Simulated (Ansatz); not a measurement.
# ZnCu: energy along a strain

ZnCu, Pm-3m, a = 2.945 Å (as given, not relaxed at this level: 2.3 GPa). The structure is a COD entry; whether it is the stable form wasn't checked. Ansatz: PBE, PAW, 420 eV, Γ-centred 16×16×16 mesh on 2 atoms, Gaussian smearing 0.15 eV; no spin polarisation. Cell vectors (Å): 2.945 0.000 0.000; 0.000 2.945 0.000; 0.000 0.000 2.945. The cell is strained by x per cent times the pattern (0 1 0 0 0 0) in the order xx yy zz yz xz xy (engineering shears), with fractional coordinates held. y is the free energy over the start, V0 = 12.771 Å³/atom.

| x (%) | y (meV/atom) |
| --- | --- |
| -6.00 | ? |
| -4.50 | 19.78 |
| -3.00 | 10.31 |
| -1.50 | 3.89 |
| 0.00 | 0.00 |
| 1.50 | -1.67 |
| 3.00 | -1.28 |
| 4.50 | 1.10 |
| 5.25 | 3.02 |
| 6.00 | 5.36 |

Task: Fit y = c1 x + c2 x² + c3 x³ to the other rows, get the stiffness along the pattern, and predict the missing energy.

Result: Least squares on the rows shown. y = −1.8615 x + 0.51513 x² − 0.0096356 x³. The clamped-ion stiffness p·C·p = 2 × 5.151 eV × 160.2 / 12.771 Å³ = 129 GPa, which is C22 in these axes (C11 of the cubic crystal) (second derivative at the start, which stands under stress). At x = -6.00 the fit asked for gives 31.79 meV/atom. The run gave 32.95 meV/atom, so the fit is 1.16 meV/atom too low, 3.4 % of the span of the series, against an rms of 0.09 meV/atom on the fitted rows. The row lies outside the fitted range. With a term in x⁴ added, a fit to the same known rows predicts 32.73 meV/atom, so most of the miss is curvature that the known rows already hold.